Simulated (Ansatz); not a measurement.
A trace of molecular dynamics of a periodic cell of 17 atoms, W (host W, host structure bcc, interstitial W).

All numbers below come from Ansatz 0.2.0, DFT PBEsol, scalar-relativistic, plane waves, PAW. Settings: cutoff 420 eV, k mesh 3x3x3, fermi-dirac smearing 0.1 eV, no spin polarisation.

```
ensemble        : NVT, Nosé–Hoover chain
set temperature : 900 K
thermostat      : time constant 50 fs, chain length 3
seed            : 613938
```

```
time (fs)  T (K)  potential energy less start (eV)  conserved less start (meV/atom)
        0    900                             0.000                             0.00
       36    270                             1.401                             0.29
       72    592                             1.154                             0.22
      108    616                             1.491                             0.38
      144    705                             1.878                             0.43
      180    899                             2.028                             0.34
      216    801                             2.726                             0.51
      252   1188                             2.377                             0.38
      288   1278                             2.189                             0.39
      324    963                             2.073                             0.37
      360    996                             1.607                             0.35
      396    778                             1.728                             0.49
      432    741                             1.683                             0.35
      468    812                             1.727                             0.33
      504   1075                             1.801                             0.48
      540    944                             2.277                             0.45
      576   1039                             2.109                             0.42
      612    973                             2.014                             0.52
      648    962                             1.733                             0.41
      684    580                             2.256                             0.48
      720   1027                             1.479                             0.26
      756    952                             1.959                             0.37
      792   1176                             2.176                             0.41
      828   1173                             2.742                             0.61
      864   1114                             2.552                             0.62
      900   1010                             1.752                             0.40
```

Question: Can this run be trusted? Judge the integration.

Answer: The conserved energy stayed within 0.73 meV per atom of its start (net change 0.4 meV per atom), so the integration is sound. A run of 0.9 ps of so small a system gives no equilibrium averages. Limits of this set-up: coarse k mesh, a small cell, in which the defect meets its images, a typed lattice constant that wasn't relaxed here. The time step was 3 fs.

Time of the run: 11 min on 4 threads of AMD EPYC 9R45 96-Core Processor (Zen 5) (shared host), peak memory 1.7 GiB.
